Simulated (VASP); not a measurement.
KBr, 2 atoms in the cell. It takes space group Fm-3m (No. 225, cubic). Conventional cell: a = 6.600 Å, b = 6.600 Å, c = 6.600 Å, α = 90.00°, β = 90.00°, γ = 90.00°. K (site symmetry m-3m) is surrounded by 6 Br at 3.30 Å. Br (site symmetry m-3m) is surrounded by 6 K at 3.30 Å. 

```yaml
Program: VASP 6.6.1
Task: single point
Functional: PBE
Potentials_or_basis: VASP PAW PBE potentials, release 64 (K_sv, Br)
Cutoff: 520 eV
k_mesh: 6 × 6 × 6
Occupations: gaussian, width 0.1 eV
Spin: no spin polarisation
Dipole_correction: no
Further_INCAR_settings: ALGO = Normal; EDIFF = 1e-06; NBANDS = 15
```

Potentials or basis: VASP PAW PBE potentials, release 64 (K_sv, Br).

Launch:

```console
$ cat potpaw_PBE.64/K_sv/POTCAR potpaw_PBE.64/Br/POTCAR > POTCAR
$ mpirun -np 1 vasp_std > vasp.out
```

Hardware: 1 thread of Intel(R) Xeon(R) Platinum 8488C (Sapphire Rapids) (shared host).

Question: Estimate the wall time of this run.

Answer: It took 19 s on 1 thread of Intel(R) Xeon(R) Platinum 8488C (Sapphire Rapids), with other jobs on the host, peak memory 0.21 GiB. Counts: scf iterations 13, k points 16.
